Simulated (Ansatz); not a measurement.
# Cs2SnI6: the band gap up the ladder of functionals

The task here is to estimate one member of a computed series from the others.

Program: Ansatz 0.2.0. PAW datasets, plane waves. (Simulation; spin polarisation is off.)

## Starting point

The cell was relaxed beforehand with r2SCAN.

Space group Fm-3m (No. 225), cubic; a = 11.841 Å in the conventional setting, 46.11 Å³ an atom. Near Cs stand 12 I at 4.19 Å; near Sn stand 6 I at 2.88 Å; near I stand 1 Sn at 2.88 Å and 4 Cs at 4.19 Å.

The structure in full:

```cif
data_structure
_symmetry_space_group_name_H-M 'Fm-3m'
_symmetry_Int_Tables_number 225
_cell_length_a 11.8406
_cell_length_b 11.8406
_cell_length_c 11.8406
_cell_angle_alpha 90.000
_cell_angle_beta 90.000
_cell_angle_gamma 90.000
_cell_volume 1660.04
loop_
_atom_site_label
_atom_site_type_symbol
_atom_site_symmetry_multiplicity
_atom_site_Wyckoff_symbol
_atom_site_fract_x
_atom_site_fract_y
_atom_site_fract_z
_atom_site_occupancy
Cs1 Cs 8 c 0.25000 0.75000 0.75000 1
Sn1 Sn 4 a 0.00000 0.00000 0.00000 1
I1 I 24 e 0.24364 0.00000 0.00000 1
```

The first run:

The input, input.yaml:

```yaml
crystal:
  lattice:
    - [0.0, 5.9202858153, 5.9202858153]
    - [5.9202858153, 0.0, 5.9202858153]
    - [5.9202858153, 5.9202858153, 0.0]
  atoms:
    - { symbol: Cs, position: [0.25, 0.25, 0.25] }
    - { symbol: Cs, position: [0.75, 0.75, 0.75] }
    - { symbol: Sn, position: [0.0, 0.0, 0.0] }
    - { symbol: I, position: [0.7563553592, 0.2436446408, 0.2436446408] }
    - { symbol: I, position: [0.2436446408, 0.7563553592, 0.2436446408] }
    - { symbol: I, position: [0.2436446408, 0.7563553592, 0.7563553592] }
    - { symbol: I, position: [0.7563553592, 0.2436446408, 0.7563553592] }
    - { symbol: I, position: [0.2436446408, 0.2436446408, 0.7563553592] }
    - { symbol: I, position: [0.7563553592, 0.7563553592, 0.2436446408] }
kpoints:
  mp_grid: { grid: [4, 4, 4] }
  band_path:
    path:
      - [[0.0, 0.0, 0.0], [0.5, -1.678293206472e-34, 0.5], [0.625, 0.25, 0.625]]
      - [[0.375, 0.375, 0.75], [0.0, 0.0, 0.0], [0.5, 0.5, 0.5], [0.5, 0.25, 0.75], [0.5, -1.678293206472e-34, 0.5]]
    npoints: 10
hamiltonian:
  xc: pbe
scf:
  occupations: { method: fermi_dirac, width: 0.02 }
  n_extra_bands: 6
output:
  forces: true
  stress: true
  eigenvalues: true
```

The run is started by

```sh
> ansatz run input.yaml --threads 2 --pin off --max-ram 29491MiB --backend cpu --events-out ev --progress --plain --runs-dir out
```

Among the steps run: Band structure with PBE; Single point with r2SCAN; Single point with HSE06; PBE+SOC at the same geometry; One-shot GW from PBE; PBE0.

One table of the session follows, with a row left open; its other results are not shown here.

```
  level  gap (eV)
    PBE      0.20
 r2SCAN      0.46
  HSE06         ?
PBE+SOC      0.15
   PBE0      1.65
```

**Question.** Estimate the row for HSE06.

As computed: gap (eV): 0.96. In the column «gap (eV)» it lies between r2SCAN (0.46) and PBE0 (1.65).

Meshes: PBE 4×4×4, r2SCAN 4×4×4, HSE06 2×2×2, PBE+SOC 4×4×4, PBE0 2×2×2

In words: The gap runs from 0.15 eV (PBE+SOC) to 1.65 eV (PBE0). PBE reaches 21 % of the HSE06 value, and r2SCAN 48 %. PBE0 lies 0.69 eV above HSE06, which differs from it by screening the long-range exchange. The calculation is for fixed nuclei; the measurement holds lattice motion too.

Limits of these values: Warnings in the runs' records: stress exchange threshold loose, stress scf threshold loose, qp edge doubted.
